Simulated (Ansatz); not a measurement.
Theory: Ansatz 0.2.0, DFT PBE, scalar-relativistic, plane waves, PAW. All cells share a 420 eV cutoff and Γ-centred k meshes spaced at most about 0.3 Å⁻¹ (about 0.25 or finer for metals, 2π included). Spin is collinear in cells that carry moments; the others ran without spin or lost their moments.

These are static total energies at zero pressure.

**Question.** Order these relaxed structures of WS2 by energy, lowest first, with the energy over the lowest of them.
A.
(parallel moments up to 0.6 μB)
```
CELL_PARAMETERS angstrom
6.52819 0.00000 0.00000
-3.26410 5.65358 0.00000
0.00000 0.00000 7.28473
ATOMIC_POSITIONS crystal
S 0.71324 0.00000 0.00000
S 0.00000 0.71324 0.00000
S 0.28676 0.28676 0.00000
S 0.00000 0.00000 0.50000
W 0.00000 0.00000 0.81380
W 0.00000 0.00000 0.18620
```

B.
(no moments)
```
CELL_PARAMETERS angstrom
2.96312 0.00000 0.00000
0.00000 2.96312 0.00000
0.00000 0.00000 7.24133
ATOMIC_POSITIONS crystal
W 0.00000 0.00000 0.00000
S 0.50000 0.50000 0.20048
S 0.50000 0.50000 0.79951
```

**Answer.** B (0 meV/atom), A (520 meV/atom). Forms: B P4/mmm; A P-62m. Counting S atoms around W (those within 1.25 times the shortest such distance or 1.15 times the sum of covalent radii): B has W 8; A has W 4. Both come from invented guesses. Shaken at random and relaxed again, B falls into a cell with space group P-1 (No. 2), 0.47 eV/atom lower, so it is a saddle point or a shallow minimum. The lowest form computed isn't among them: it has the 2H molybdenite type, space group P6_3/mmc (No. 194), 21.8 Å³/atom, is reached from a Materials Project cell and lies 0.47 eV/atom below the best shown.

No dispersion correction is applied, so the spacing and binding between layers, chains or molecules are poorly described (P4/mmm, P-62m), and this can change margins and order among such cells. Spin–orbit coupling, which can matter for W, is left out. Another magnetic order may lie lower. Cells without such a test can be saddle points. Some structure types and database cells were kept out of the candidates from the start, so a known form may be missing.
